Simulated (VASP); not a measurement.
The system is B.

```
B
1.0
     0.00000    2.04118    2.04118
     2.04118    0.00000    2.04118
     2.04118    2.04118    0.00000
B
2
Direct
  0.00000 0.00000 0.00000
  0.25000 0.25000 0.25000
```

The cell was built by a generator and needn't be a form met in nature.

Base run:

```yaml
Program: VASP 6.6.1
Functional: PBEsol
Potentials_or_basis: VASP PAW PBE potentials, release 64 (B)
Cutoff: 520 eV
k_mesh: 8 × 8 × 8
Occupations: fermi-dirac, width 0.1 eV
Spin: no spin polarisation
```

Its results: band gap on the k mesh none (metal or under the smearing width); pressure -6.2 GPa.

Task: The run is repeated on the same cell with these changes: functional from PBEsol to PBE. What comes out?

Result: Band gap on the k mesh none (metal or under the smearing width); pressure -3.9 GPa.

PBE binds less tightly than PBEsol, so the same cell stands under more pressure.

Caveats: the PAW data sets were made with another functional, which shifts forces and pressure a little (some runs).
